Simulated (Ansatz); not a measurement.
# Moving the functional in TiO2

```yaml
crystal:
  lattice:
    - [4.59984, 0.00000, 0.00000]
    - [0.00000, 4.59984, 0.00000]
    - [0.00000, 0.00000, 2.95921]
  atoms:
    - { symbol: Ti, position: [0.00000, 0.00000, 0.50000] }
    - { symbol: Ti, position: [0.50000, 0.50000, 0.00000] }
    - { symbol: O, position: [0.30432, 0.30432, 0.50000] }
    - { symbol: O, position: [0.19568, 0.80432, 0.00000] }
    - { symbol: O, position: [0.80432, 0.19568, 0.00000] }
    - { symbol: O, position: [0.69568, 0.69568, 0.50000] }
```

Kept alike: task projected density of states; k mesh 6 × 6 × 9; occupations fermi-dirac, width 0.05 eV; no spin polarisation. Program: Ansatz, Ansatz PAW, cutoff 420 eV. The mesh is that of the run's cell of 6 atoms. No spin-orbit coupling.

| functional | pressure (GPa) |
| --- | --- |
| BLYP | 9.89 |
| RPBE | 9.34 |
| revPBE | 7.98 |

Pressure is positive in compression, with a Pulay correction for the finite cutoff. All rows use potentials made for PBE.

**Question.** What does the functional change here?

**Answer.** The pressure runs from 7.98 (revPBE) to 9.89 GPa (BLYP). A positive pressure means that the functional's own cell is larger than the one given, a negative one that it is smaller.

All three functionals put this rutile cell, which lies close to the measured one, under compression, so each would favour a larger volume. This is the familiar underbinding of gradient-corrected functionals whose exchange strongly rewards inhomogeneous density. Stretching the Ti–O bonds lowers the density in the overlap region between the ions and raises its reduced gradient, and the exchange energy then favours expansion more than it would in PBE.

RPBE and revPBE share the same correlation, so the step from 7.98 to 9.34 GPa reflects the different form of their exchange enhancement. BLYP changes both exchange and correlation, and its highest value can't be assigned to either part alone. The spread is smaller than the pressure common to all three, which suggests that the choice among them matters less for the volume than the underbinding they share. The pressure alone doesn't show how the expansion would divide between the a and c axes, which needs the separate stress components or a relaxed cell.
